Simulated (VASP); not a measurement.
Write the native input for VASP 6.6.1 that does the following.

* Task: electric field gradients
* Functional: PBE
* Potentials or basis: VASP PAW PBE potentials, release 64 (B, Al, N)
* Cutoff: 520 eV
* k mesh: 4 × 4 × 2
* Occupations: fermi-dirac, width 0.01 eV
* Spin: no spin polarisation
* Dipole correction: no
* Further INCAR settings: LREAL = Auto; ALGO = Fast; EDIFF = 1e-08; NBANDS = 86

The structure of Al15BN16 (a cell with a defect) lies in POSCAR:

```
Al15BN16
1.0
    6.2260000000      0.0000000000      0.0000000000
   -3.1130000000      5.3918741640      0.0000000000
    0.0000000000      0.0000000000      9.9620000000
B Al N
1 15 16
Direct
    0.1666666666      0.3333333334      0.0000000000
    0.1666666666      0.3333333334      0.5000000000
    0.1666666666      0.8333333334      0.0000000000
    0.1666666666      0.8333333334      0.5000000000
    0.6666666666      0.3333333334      0.0000000000
    0.6666666666      0.3333333334      0.5000000000
    0.6666666666      0.8333333334      0.0000000000
    0.6666666666      0.8333333334      0.5000000000
    0.3333333334      0.1666666666      0.2500000000
    0.3333333334      0.1666666666      0.7500000000
    0.3333333334      0.6666666666      0.2500000000
    0.3333333334      0.6666666666      0.7500000000
    0.8333333334      0.1666666666      0.2500000000
    0.8333333334      0.1666666666      0.7500000000
    0.8333333334      0.6666666666      0.2500000000
    0.8333333334      0.6666666666      0.7500000000
    0.1666666666      0.3333333334      0.1900000000
    0.1666666666      0.3333333334      0.6900000000
    0.1666666666      0.8333333334      0.1900000000
    0.1666666666      0.8333333334      0.6900000000
    0.6666666666      0.3333333334      0.1900000000
    0.6666666666      0.3333333334      0.6900000000
    0.6666666666      0.8333333334      0.1900000000
    0.6666666666      0.8333333334      0.6900000000
    0.3333333334      0.1666666666      0.4400000000
    0.3333333334      0.1666666666      0.9400000000
    0.3333333334      0.6666666666      0.4400000000
    0.3333333334      0.6666666666      0.9400000000
    0.8333333334      0.1666666666      0.4400000000
    0.8333333334      0.1666666666      0.9400000000
    0.8333333334      0.6666666666      0.4400000000
    0.8333333334      0.6666666666      0.9400000000
```

One way to write it, as run:

INCAR

```
SYSTEM = Al15BN16
PREC = Accurate ; ENCUT = 520
EDIFF = 1E-8 ; ISMEAR = -1
SIGMA = 0.01 ; LREAL = Auto
LASPH = .True. ; NELM = 60
ALGO = Fast ; ISIF = 2
LWAVE = .False. ; LCHARG = .False.
GGA = PE ; LEFG = .True.
NBANDS = 86
```

KPOINTS

```
Automatic mesh
0
Gamma
  4 4 2
  0 0 0
```

Potentials or basis: VASP PAW PBE potentials, release 64 (B, Al, N).

The run is started by

```sh
$ cat potpaw_PBE.64/B/POTCAR potpaw_PBE.64/Al/POTCAR potpaw_PBE.64/N/POTCAR > POTCAR
$ mpirun -np 1 vasp_std > vasp.out
```

It gave:

The pressure is -1.0 GPa and the largest force is 2.643 eV/Å. The band gap on the k mesh is 3.67 eV, direct.

Run time: 9.5 min on 1 thread of Intel(R) Xeon(R) Platinum 8488C (Sapphire Rapids), on a shared host, peak memory 0.5 GiB.
